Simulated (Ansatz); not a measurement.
# MgS (F-43m) in Ansatz: notebook

Runs on MgS. Level: PBEsol. Tasks: single point, equation of state.

All numbers are computed with Ansatz 0.2.0; they aren't measurements. Logs are shortened: lines on timing, memory, paths and dates and some standing lists are left out, and cuts for length are marked.

### 1 The structure

Symmetry: F-43m, No. 216, cubic system. Conventional cell: a = 5.666 Å, b = 5.666 Å, c = 5.666 Å, α = 90.00°, β = 90.00°, γ = 90.00°. S (site symmetry -43m) is surrounded by 4 Mg at 2.45 Å. Mg (site symmetry -43m) has 4 S at 2.45 Å as nearest neighbours.

The cell comes from a database or a generator and needn't be the stable form of this composition.

### 2 Single point, PBEsol, 21.38 Å³/atom (volume scaled by 0.94)

Contents of input.yaml:

```yaml
crystal:
  lattice:
    - [0.0, 2.7752850422, 2.7752850422]
    - [2.7752850422, 0.0, 2.7752850422]
    - [2.7752850422, 2.7752850422, 0.0]
  atoms:
    - { symbol: S, position: [0.25, 0.25, 0.25] }
    - { symbol: Mg, position: [0.0, 0.0, 0.0] }
hamiltonian:
  xc: pbesol
  pseudopotentials: { kind: paw }
kpoints:
  mp_grid: { grid: [8, 8, 8] }
scf:
  occupations: { method: fermi_dirac, width: 0.05 }
output:
  forces: true
  stress: true
  eigenvalues: true
```

Potentials or basis: Ansatz PAW.

The run is started by

```sh
> ansatz run input.yaml --threads 2 --pin off --max-ram 5632MiB --backend cpu --events-out ev --progress --plain --runs-dir out
```

What it wrote:

```text
Warning: RAYON_NUM_THREADS=2 ignored (pool sized by the plan → 2); use --threads N
Engine: ansatz 0.2.0, x86_64-unknown-linux-gnu
Pseudopotentials: kind: paw
Pseudopotential: S, paw, valence charge 6, recommended cutoff 420 eV (normal), S.paw.azcp
Pseudopotential: Mg, paw, valence charge 10, recommended cutoff 420 eV (normal), Mg.paw.azcp
Functional definition: PBEsol
  exchange = pbesol_x
  correlation = pbesol_c
Crystal: 2 atoms, lattice volume = 42.752 Å³
Basis set: ecut = 420 eV, 869 PW (Γ), exchange–correlation on 54×54×54 points (8 copies of the dense FFT grid, shifted against one another)
Bands: 12, of which v1, the nominal top of the filled ones, is band 8 counted from 1 (7 counted from 0)
Symmetry: 24 space group operations
Space group: F-43m (ITA 216), of the structure as read, at distance tolerance 3.5e-5 Å
k-points: 29 of 512 (time reversal used)
Non-local potential: S, projectors of the file, l = 0: 2, l = 1: 2, l = 2: 2
Non-local potential: Mg, projectors of the file, l = 0: 3, l = 1: 2, l = 2: 1
PAW form: soft (Blöchl's): semilocal exchange-correlation on the pseudo side does not see the compensation charge
PAW frozen core: S, regenerated for the run's functional, and the local potential with it (the file was generated under x = pbe(κ = 0.804, μ = 0.2195149727645171), c = pbe(β = 0.06672455060314922))
PAW frozen core: Mg, regenerated for the run's functional, and the local potential with it (the file was generated under x = pbe(κ = 0.804, μ = 0.2195149727645171), c = pbe(β = 0.06672455060314922))
PAW one-centre angular grid: S, 110 points (default); XC on 64 Gauss nodes
PAW one-centre angular grid: Mg, 110 points (default); XC on 64 Gauss nodes
Initial density: superposition of atomic densities (neutral atoms: chi_scale 0, normalization atom), corrected by the library's trained network
Initial wavefunctions: pseudopotential atomic-orbital guess
Functional: x = pbesol(κ = 0.804, μ = 0.12345679012345678), c = pbesol(β = 0.046)
SCF iter   1: F=—  HF=-2799.739935 eV  |F-HF|=—  |Δ(HF+E_count)|=         —  Δρ=3.30e-3  dr2=7.26e-3  ethr=1.77e-3  ⟨swp⟩=6.0  Hψ=2131  notcnv=0
preconditioner: auto → none  [insulator: Δε(μ)=3.546 eV  Ē_g=11.284 eV  σ=0.050 eV  W_gap=1.00  n_scr=14 (ndim 8)  ℏωp=16.1 eV  f_vac=0.011  D(μ)=0.00/eV (n_scr^D=0)  ε∞_Penn≈3.0]
SCF iter   2: F=—  HF=-2799.737138 eV  |F-HF|=—  |Δ(HF+E_count)|=   2.80e-3  Δρ=9.97e-4  dr2=2.40e-4  ethr=4.54e-5  ⟨swp⟩=2.1  Hψ=713  notcnv=0
SCF iter   3: F=—  HF=-2799.737144 eV  |F-HF|=—  |Δ(HF+E_count)|=   6.05e-6  Δρ=3.45e-4  dr2=3.56e-5  ethr=1.50e-6  ⟨swp⟩=2.4  Hψ=539  notcnv=0
SCF iter   4: F=—  HF=-2799.737168 eV  |F-HF|=—  |Δ(HF+E_count)|=   2.46e-5  Δρ=7.20e-5  dr2=1.19e-6  ethr=2.23e-7  ⟨swp⟩=2.0  Hψ=460  notcnv=0
iter 5 did not close the SCF: its close was put off for the readings that it lacked (scf_convergence_deferred on its scf_iter line)
SCF iter   5: F=-2799.737170 eV  HF=-2799.737170 eV  |F-HF|=9.31e-9  |Δ(HF+E_count)|=   1.26e-6  Δρ=5.04e-6  dr2=6.72e-9  ethr=7.44e-9  ⟨swp⟩=2.3  Hψ=436  notcnv=0
SCF iter   6: F=-2799.737170 eV  HF=-2799.737170 eV  |F-HF|=4.14e-11  |Δ(HF+E_count)|=   1.25e-8  Δρ=8.51e-7  dr2=2.96e-10  ethr=4.20e-11  ⟨swp⟩=2.0  Hψ=1136  notcnv=0
SCF 1 converged in 6 iterations: F = -2799.737170 eV  dr2 = 2.96e-10
SCF converged after 6 iterations
Free energy (F): -2799.737170 eV
Harris-Foulkes:  -2799.737170 eV  (|F-HF|=4.14e-11)
Internal energy: -2799.737170 eV  (E = F + TS)
E sigma→0 (E₀):  -2799.737170 eV
Fermi energy:    5.420659 eV
--- Per-component energies (eV) ---
  E_band       = -360.460982
  E_kinetic    = 185.014183
  E_local      = -1856.313678  (includes V_loc(G=0)·N_el)
  E_nonlocal   = 124.546439
  E_hartree    = 671.861707
  E_xc         = -126.141458
  E_vxc        = -126.326785  (∫ρ·V_xc dr)
  E_paw        = -865.183771  (= ΣΔE_a)
  E_vpaw       = -31.104593  (= ΣTr[D̂ρ^β])
  E_aug_tail   = -0.000000  (compensation charges beyond the density's cutoff)
  E_ewald      = -933.641402
  E_core_change = 0.120812  (= ΣΔE_core)
  E_smearing   = -0.000000  (= −TS)
  E_closure    = -0.000000  (closes the sum)
  Σ components = -2799.737170   (vs F -2799.737170, Δ=0.00e0)
--- Forces (eV/Å), atoms counted from 1 ---
  atom   1  S     -0.00000000     0.00000000    -0.00000000
  atom   2  Mg     0.00000000     0.00000000    -0.00000000
  max |Σ_I F_I| component: 1.55e-16 eV/Å
--- Stress (GPa, compression-positive) ---
        3.493907      -0.000000      -0.000000
       -0.000000       3.493907       0.000000
       -0.000000       0.000000       3.493907
  P = ⅓ Tr σ = 3.4939 GPa (34.939 kbar)
--- Band table (eV; the first three rows and the last of 29) ---
  k-point 0: bands = ["-69.6502", "-36.5951", "-36.5951", "-36.5951", "-7.9005", "3.5764", "3.5764", "3.5764", "7.1645", "11.5608", "11.5608", "11.5608"]
  k-point 1: bands = ["-69.6502", "-36.5956", "-36.5952", "-36.5952", "-7.8004", "2.8434", "3.5193", "3.5193", "7.8513", "11.3890", "11.7484", "11.7484"]
  k-point 2: bands = ["-69.6502", "-36.5969", "-36.5954", "-36.5954", "-7.5392", "1.5802", "3.3910", "3.3910", "8.6878", "11.4882", "11.7563", "11.7563"]
  k-point 28: bands = ["-69.6501", "-36.5980", "-36.5972", "-36.5965", "-6.8393", "1.1389", "1.5514", "2.1134", "8.9886", "11.7065", "11.7981", "12.2099"]
```

Wall time 6.4 s (2 threads of Intel Xeon at 2.50GHz (Skylake/Cascade Lake), shared host); peak memory 0.31 GiB.

Results:

```
Free energy            : -2799.7372 eV
Pressure               : 3.5 GPa
Band gap on the k mesh : 3.59 eV, direct
```

Caveat: the PAW data sets come from PBE, with cores solved anew for the run's functional, which leaves a small shift of forces and pressure.

### 3 Single point, PBEsol, 21.83 Å³/atom (volume scaled by 0.96)

input.yaml, as its differences from that of step 2:

```diff
@@ -2,5 +2,5 @@
   lattice:
-    - [0.0, 2.7752850422, 2.7752850422]
-    - [2.7752850422, 0.0, 2.7752850422]
-    - [2.7752850422, 2.7752850422, 0.0]
+    - [0.0, 2.794829947, 2.794829947]
+    - [2.794829947, 0.0, 2.794829947]
+    - [2.794829947, 2.794829947, 0.0]
   atoms:
```

Potentials or basis: Ansatz PAW.

The run is started by

```sh
> ansatz run input.yaml --threads 2 --pin off --max-ram 5632MiB --backend cpu --events-out ev --progress --plain --runs-dir out
```

Run time: 4.9 s. Hardware: 2 threads of Intel Xeon at 2.50GHz (Skylake/Cascade Lake), shared host; peak memory 0.31 GiB.

The run converged. Its results:

```
Free energy            : -2799.7528 eV
Pressure               : 2.0 GPa
Band gap on the k mesh : 3.48 eV, direct
```

Caveat: the PAW data sets come from PBE, with cores solved anew for the run's functional, which leaves a small shift of forces and pressure.

### 4 Single point, PBEsol, 22.29 Å³/atom (volume scaled by 0.98)

input.yaml, as its differences from that of step 3:

```diff
@@ -2,5 +2,5 @@
   lattice:
-    - [0.0, 2.794829947, 2.794829947]
-    - [2.794829947, 0.0, 2.794829947]
-    - [2.794829947, 2.794829947, 0.0]
+    - [0.0, 2.8141052454, 2.8141052454]
+    - [2.8141052454, 0.0, 2.8141052454]
+    - [2.8141052454, 2.8141052454, 0.0]
   atoms:
```

The run is started by

```sh
> ansatz run input.yaml --threads 2 --pin off --max-ram 5632MiB --backend cpu --events-out ev --progress --plain --runs-dir out
```

It took 4.3 s on 2 threads of Intel Xeon at 2.50GHz (Skylake/Cascade Lake), shared host; peak memory 0.32 GiB.

It converged, with:

```
Free energy            : -2799.7607 eV
Pressure               : 0.7 GPa
Band gap on the k mesh : 3.38 eV, direct
```

Caveat: the PAW data sets come from PBE, with cores solved anew for the run's functional, which leaves a small shift of forces and pressure.

### 5 Single point, PBEsol, 22.74 Å³/atom

input.yaml, as its differences from that of step 4:

```diff
@@ -2,5 +2,5 @@
   lattice:
-    - [0.0, 2.8141052454, 2.8141052454]
-    - [2.8141052454, 0.0, 2.8141052454]
-    - [2.8141052454, 2.8141052454, 0.0]
+    - [0.0, 2.8331200468, 2.8331200468]
+    - [2.8331200468, 0.0, 2.8331200468]
+    - [2.8331200468, 2.8331200468, 0.0]
   atoms:
```

The run is started by

```sh
> ansatz run input.yaml --threads 2 --pin off --max-ram 5632MiB --backend cpu --events-out ev --progress --plain --runs-dir out
```

Wall time 4.7 s (2 threads of Intel Xeon at 2.50GHz (Skylake/Cascade Lake), shared host); peak memory 0.32 GiB.

The run converged. Its results:

```yaml
Free_energy: -2799.7615 eV
Pressure: -0.4 GPa
Band_gap_on_the_k_mesh: 3.28 eV, direct
```

Caveat: the PAW data sets come from PBE, with cores solved anew for the run's functional, which leaves a small shift of forces and pressure.

### 6 Single point, PBEsol, 23.20 Å³/atom (volume scaled by 1.02)

input.yaml, as its differences from that of step 5:

```diff
@@ -2,5 +2,5 @@
   lattice:
-    - [0.0, 2.8331200468, 2.8331200468]
-    - [2.8331200468, 0.0, 2.8331200468]
-    - [2.8331200468, 2.8331200468, 0.0]
+    - [0.0, 2.851882978, 2.851882978]
+    - [2.851882978, 0.0, 2.851882978]
+    - [2.851882978, 2.851882978, 0.0]
   atoms:
```

Potentials or basis: Ansatz PAW.

The run is started by

```sh
> ansatz run input.yaml --threads 2 --pin off --max-ram 5632MiB --backend cpu --events-out ev --progress --plain --runs-dir out
```

Run time: 5 s. Hardware: 2 threads of Intel Xeon at 2.50GHz (Skylake/Cascade Lake), shared host; peak memory 0.32 GiB.

The run converged. Its results:

```yaml
Free_energy: -2799.7560 eV
Pressure: -1.5 GPa
Band_gap_on_the_k_mesh: 3.19 eV, direct
```

Caveat: the PAW data sets come from PBE, with cores solved anew for the run's functional, which leaves a small shift of forces and pressure.

### 7 Single point, PBEsol, 23.65 Å³/atom (volume scaled by 1.04)

input.yaml, as its differences from that of step 6:

```diff
@@ -2,5 +2,5 @@
   lattice:
-    - [0.0, 2.851882978, 2.851882978]
-    - [2.851882978, 0.0, 2.851882978]
-    - [2.851882978, 2.851882978, 0.0]
+    - [0.0, 2.8704022176, 2.8704022176]
+    - [2.8704022176, 0.0, 2.8704022176]
+    - [2.8704022176, 2.8704022176, 0.0]
   atoms:
```

The run is started by

```sh
> ansatz run input.yaml --threads 2 --pin off --max-ram 5632MiB --backend cpu --events-out ev --progress --plain --runs-dir out
```

Wall time 4.2 s (2 threads of Intel Xeon at 2.50GHz (Skylake/Cascade Lake), shared host); peak memory 0.32 GiB.

Results (log left out):

| Property | Result |
| --- | --- |
| Free energy | -2799.7447 eV |
| Pressure | -2.5 GPa |
| Band gap on the k mesh | 3.10 eV, direct |

Caveat: the PAW data sets come from PBE, with cores solved anew for the run's functional, which leaves a small shift of forces and pressure.

### 8 Single point, PBEsol, 24.10 Å³/atom (volume scaled by 1.06)

input.yaml, as its differences from that of step 7:

```diff
@@ -2,5 +2,5 @@
   lattice:
-    - [0.0, 2.8704022176, 2.8704022176]
-    - [2.8704022176, 0.0, 2.8704022176]
-    - [2.8704022176, 2.8704022176, 0.0]
+    - [0.0, 2.8886855272, 2.8886855272]
+    - [2.8886855272, 0.0, 2.8886855272]
+    - [2.8886855272, 2.8886855272, 0.0]
   atoms:
```

The run is started by

```sh
> ansatz run input.yaml --threads 2 --pin off --max-ram 5632MiB --backend cpu --events-out ev --progress --plain --runs-dir out
```

Wall time 4.1 s (2 threads of Intel Xeon at 2.50GHz (Skylake/Cascade Lake), shared host); peak memory 0.32 GiB.

It converged, with:

```
Free energy            : -2799.7282 eV
Pressure               : -3.3 GPa
Band gap on the k mesh : 3.01 eV, direct
```

Caveat: the PAW data sets come from PBE, with cores solved anew for the run's functional, which leaves a small shift of forces and pressure.

### 9 Equation of state, PBEsol

Potentials or basis: Ansatz PAW.

This step only gathers the single runs of the series.

What came out:

| Property | Result |
| --- | --- |
| Equilibrium volume | 22.57 Å³/atom |
| Bulk modulus | 58 GPa |
| Pressure derivative of the bulk modulus | 4.1 |

Energy against volume, from the lowest point:
```csv
volume (Å³/atom),energy (meV/atom)
21.376,12.17
21.831,4.34
22.285,0.41
22.740,0.00
23.195,2.77
23.650,8.41
24.105,16.64
```
